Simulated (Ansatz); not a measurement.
## Orbital-resolved density of states of MgO

```
CELL_PARAMETERS angstrom
3.31458 0.00000 0.00000
-1.65729 2.87051 0.00000
0.00000 0.00000 5.12189
ATOMIC_POSITIONS crystal
Mg 0.33333 0.66667 0.99207
Mg 0.66667 0.33333 0.49207
O 0.33333 0.66667 0.38393
O 0.66667 0.33333 0.88393
```

Atom numbers follow the list: Mg1, Mg2, O3, O4.

The structure comes from a relaxation in the same program, started in the wurtzite type, and has space group P6_3mc. Whether it is a known phase or the ground state wasn't checked.

All numbers below come from DFT, PBE, all-electron LAPW, scalar-relativistic in Ansatz 0.2.0.

Numerical set-up: a Γ-centred 15×15×8 k mesh, Fermi–Dirac smearing of 0.08 eV, basis error target 1 meV/atom, no spin polarisation.

States per eV for one atom of each kind, in 0.4 eV bins named by their centres, from the valence-band top, projected on a minimal set of Löwdin-orthogonalised atomic shells; orbitals are real harmonics on the Cartesian axes, equal curves share a column, and empty bins are left out, as is all above 8.8 eV, near the top of the computed bands.

O3 2p:

```
# E all pz px=py
-2.9 1.07 0.33 0.37
-2.5 1.86 0.71 0.57
-2.1 0.93 0.28 0.33
-1.7 1.12 0.40 0.36
-1.3 1.81 0.45 0.68
-0.9 2.81 0.62 1.09
-0.5 3.87 1.54 1.17
-0.1 0.29 0.25 0.02
4.3 0.01 0.00 0.00
4.7 0.01 0.00 0.00
5.1 0.02 0.01 0.01
5.5 0.03 0.01 0.01
5.9 0.04 0.01 0.01
6.3 0.05 0.02 0.02
6.7 0.06 0.02 0.02
7.1 0.07 0.02 0.02
7.5 0.08 0.02 0.03
7.9 0.07 0.02 0.02
8.3 0.04 0.02 0.01
```

Mg1 3s:

```
# E all
-2.9 0.19
-2.5 0.30
-2.1 0.13
-1.7 0.07
-1.3 0.04
-0.9 0.02
-0.5 0.01
3.5 0.01
3.9 0.02
4.3 0.03
4.7 0.05
5.1 0.07
5.5 0.09
5.9 0.12
6.3 0.16
6.7 0.21
7.1 0.27
7.5 0.27
7.9 0.19
8.3 0.10
```
